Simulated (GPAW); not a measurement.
PbS (Galena):

```
Pb S
1.0
     4.19420    0.00000    0.00000
     2.09710    3.63229    0.00000
     2.09710    1.21076    3.42455
Pb S
1 1
Direct
  0.00000 0.00000 0.00000
  0.50000 0.50000 0.50000
```

Base run:

```yaml
Program: GPAW 26.7.0
Functional: PBE
Potentials_or_basis: JTH PAW 2.0, PBE
Cutoff: 600 eV
Basis: pw
k_mesh: 6 × 6 × 6
Occupations: fermi-dirac, width 0.05 eV
Spin: no spin polarisation
```

Its results: band gap on the k mesh 0.37 eV, direct.

The run is repeated on the same cell with these changes: potentials or basis from JTH PAW 2.0, PBE to GPAW PAW data sets (gpaw-data 1.2.1); basis from pw to fd. What comes out?

Band gap on the k mesh 0.31 eV, direct.

Caveats: spin-orbit coupling is left out, which as a rule narrows the gap of such compounds by several tenths of an eV; the program truncates these outside data sets (some runs).

Not every run made on this cell is shown here.
